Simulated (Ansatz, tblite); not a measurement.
ZnF₂: GFN2-xTB, run from Python

These are simulated results from tblite 0.8.0, not measurements. The cell began as a measured structure and was relaxed with r2SCAN in plane waves (Ansatz 0.2.0). All runs are without spin polarisation.

Space group P4_2/mnm (No. 136), tetragonal; a = 4.703 Å, c = 3.127 Å in the conventional setting, 11.53 Å³ an atom. Zn is surrounded by 6 F at 2.02–2.04 Å; F is surrounded by 3 Zn at 2.02–2.04 Å.

tblite solves periodic systems at the zone centre alone, so the script builds a cluster of 2×2×3 conventional cells (72 atoms), which folds in a coarse mesh of k points.

The script, run.py:

```python
import json
from ase import Atoms
from ase.build import make_supercell
from ase.units import Bohr, GPa, Hartree
from tblite.interface import Calculator

atoms = Atoms(['Zn', 'Zn', 'F', 'F', 'F', 'F'],
              cell=[[4.70336225, 0.0, 0.0], [0.0, 4.70336225, 0.0], [0.0, 0.0, 3.12678825]],
              scaled_positions=[[0.0, 0.0, 0.0], [0.5, 0.5, 0.5], [0.303190551, 0.303190551, 0.0], [0.196809449, 0.803190551, 0.5], [0.696809449, 0.696809449, 0.0], [0.803190551, 0.196809449, 0.5]],
              pbc=True)
cluster = make_supercell(atoms, [[2, 0, 0], [0, 2, 0], [0, 0, 3]])
calc = Calculator('GFN2-xTB', cluster.numbers, cluster.positions / Bohr, lattice=cluster.cell[:] / Bohr, periodic=cluster.pbc)
calc.set('temperature', 0.02 / Hartree)
calc.set('max-iter', 150)
res = calc.singlepoint()
levels = res.get('orbital-energies') * Hartree
nv = round(res.get('orbital-occupations').sum() / 2)
cells = len(cluster) // len(atoms)
out = {'energy_per_cell': res.get('energy') * Hartree / cells, 'homo': levels[nv - 1], 'lumo': levels[nv],
       'stress': (-res.get('virial') * Hartree / cluster.get_volume() / GPa).tolist(), 'charges': res.get('charges')[:len(atoms)].tolist(), 'electrons': 2 * nv / cells}
json.dump(out, open('results.json', 'w'))
for key, value in out.items():
    print(key, value)
```

Command: `python run.py`. It took 9.6 s on 1 thread of Intel(R) Xeon(R) Platinum 8259CL CPU @ 2.50GHz (Skylake/Cascade Lake) (shared host), peak memory 0.099 GiB.

The log:

```
------------------------------------------------------------
  cycle        total energy    energy error   density error
------------------------------------------------------------
      1     -232.1766149698  -2.3226504E+02   3.9181873E-01
      2     -243.5990700875  -1.1422455E+01   1.8460138E-01
      3     -243.9747040727  -3.7563399E-01   1.3112610E-01
      4     -242.7627921531   1.2119119E+00   1.1343411E-01
      5     -244.0390760055  -1.2762839E+00   3.3393282E-02
      6     -244.1206069341  -8.1530929E-02   2.1486159E-03
      7     -244.1133776446   7.2292895E-03   9.9083442E-03
      8     -244.1205659662  -7.1883216E-03   1.4856409E-03
      9     -244.1206828803  -1.1691413E-04   5.1375144E-04
     10     -244.1206972755  -1.4395157E-05   1.1693621E-04
     11     -244.1206980440  -7.6850642E-07   2.1969637E-05
     12     -244.1206980681  -2.4108175E-08   8.8226366E-06
------------------------------------------------------------

 total:                                   8.762 sec
energy_per_cell -553.5718793057196
homo -14.774764522926809
lumo -9.065185524134467
stress [[-6.3652366267390486, 9.78534306401359e-08, 1.6288626404431324e-07], [9.785343075858675e-08, -6.365236626739061, 1.6288625868179167e-07], [1.628862640090592e-07, 1.6288625867733956e-07, -3.7902661457579447]]
charges [0.41382192834331766, 0.4138225707893143, -0.20691127336043968, -0.20691116709116186, -0.20691124453916943, -0.20691116709117496]
electrons 32.0
```

The cycle table is in hartree for the whole cluster, and the lines after it are in eV (the energy for one cell). The printed stress is in GPa and positive in compression, and the pressure is its mean diagonal.

GFN2-xTB gives a gap of 5.71 eV. On the same cell, plane-wave PBE (Ansatz, 6×6×8 k points and the special points) gives a gap of 3.58 eV and r2SCAN a gap of 4.28 eV; on shared hosts these took about 7.2 and 17 core-seconds on the 6-atom cell, against 9.6 for the script. Semilocal gaps usually lie below measured ones. xTB was fitted to molecules, so gaps, charges and pressures of solids can be far off, and the gap also depends on the size of the cluster.

The same script was run on cells scaled at fixed shape and fractional coordinates:

```
volume (Å³/atom)  energy (meV/atom)  pressure (GPa, positive in compression)  gap (eV)
           10.14              -22.2                                     0.97      7.56
           10.84              -18.0                                    -2.70      6.56
           11.53                0.0                                    -5.51      5.71
           12.22               28.4                                    -7.57      4.99
           12.91               64.5                                    -9.10      4.37
```

A Birch-Murnaghan fit puts the minimum at 10.31 Å³/atom, 10.6 % below the given cell, with a bulk modulus of 59.5 GPa at fixed shape.

xTB was fitted mostly to molecules, and a small cluster samples few k points, so gaps, pressures and kinks along a curve can be far from a solid's.
